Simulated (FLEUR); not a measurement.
The system is La2O3.

```
CELL_PARAMETERS angstrom
3.93078 0.00000 0.00000
-1.96539 3.40415 0.00000
0.00000 0.00000 6.11195
ATOMIC_POSITIONS crystal
La 0.33333 0.66667 0.24624
La 0.66667 0.33333 0.75376
O 0.00000 0.00000 0.00000
O 0.33333 0.66667 0.64589
O 0.66667 0.33333 0.35411
```

The cell is a database's computed one.

Base run:

* Program: FLEUR MaX-R8.1 (later development tree)
* Functional: PBE
* Potentials or basis: all-electron
* Basis: FLAPW
* Kmax: 4.56 1/bohr
* k mesh: 8 × 8 × 5
* Occupations: fermi-dirac, width 0.05 eV
* Spin: no spin polarisation

Its results: band gap on the k mesh 3.87 eV, indirect (least direct gap 4.05 eV); largest force 0.019 eV/Å.

The run is repeated on the same cell with these changes: functional from PBE to PBEsol. What comes out?

Band gap on the k mesh 3.80 eV, indirect (least direct gap 3.96 eV); largest force 0.088 eV/Å.

Caveats: spin-orbit coupling is left out, which moves the levels of the heavy elements; an odd mesh through Γ misses points on the zone boundary, where band edges often lie.

Not every run made on this cell is shown here.
